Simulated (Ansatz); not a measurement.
Consider Ta3N5 (Cmcm).

Symmetry: Cmcm, No. 63, orthorhombic system. The conventional cell has a = 3.886 Å, b = 10.212 Å, c = 10.262 Å, α = 90.00°, β = 90.00°, γ = 90.00°. Nearest to Ta lie 6 N at 2.04 to 2.14 Å. Nearest to Ta lie 6 N at 1.96 to 2.24 Å. N has 4 Ta at 2.06 to 2.22 Å nearest. N has 3 Ta at 1.96 to 2.04 Å nearest. Nearest to N lie 4 Ta at 2.03 to 2.24 Å. Farther neighbours and most contacts between anions are not listed.

```
Ta N
1.0
     1.94310   -5.10590    0.00000
     1.94310    5.10590    0.00000
     0.00000    0.00000   10.26240
Ta N
6 10
Direct
  0.80290 0.19710 0.25000
  0.19710 0.80290 0.75000
  0.86545 0.13455 0.55906
  0.13455 0.86545 0.05906
  0.13455 0.86545 0.44094
  0.86545 0.13455 0.94094
  0.23678 0.76322 0.25000
  0.76322 0.23678 0.75000
  0.95299 0.04701 0.11949
  0.04701 0.95299 0.61949
  0.04701 0.95299 0.88051
  0.95299 0.04701 0.38051
  0.69138 0.30862 0.07378
  0.30862 0.69138 0.57378
  0.30862 0.69138 0.92622
  0.69138 0.30862 0.42622
```

The cell and positions come from the Crystallography Open Database and are kept as given unless a step says otherwise. Spin-orbit coupling is left out unless a run names it. PAW set soft_2, made with PBE.

Gaps computed with Ansatz 0.2.0 without a self-energy: r2SCAN 1.55 eV, HSE06 2.21 eV and PBE0 2.91 eV.

Estimate the G0W0@r2SCAN gap with 4×4×2 mesh, 1024 empty bands, screening to 170 eV, default PAW files.

About 1.90 eV: on its mesh the run moves the gap from 1.59 eV by +0.36 eV, and the mesh misses the edges by 0.05 eV. Among the scalar-relativistic levels given, HSE06 is nearest (+0.31 eV). Bands and cutoff are finite, so the gap is not at the basis limit. The miss can reach some tenths of an eV and take either sign; the mesh is an error of its own. The many-body steps are scalar-relativistic: spin-orbit coupling is not in them.

[Paths, hosts, dates, memory and timing lines, banners, echoed tables and standing remarks are left out of the program output.]

[Logs are printed without paths, hosts, clocks, repeated set-up lines and the standing remarks that a program may print on its own settings, such as how far it seeks lower states.]

[Runs of the session that timed out or met a known fault of the program may be left out.]

[Cells called generated may have been cut or substituted from an entry of the Crystallography Open Database or the Materials Project.]

[Hosts, paths, dates, database ids (printed as entryN), source tags and the programs' standing remarks are cut or masked in the printed files.]
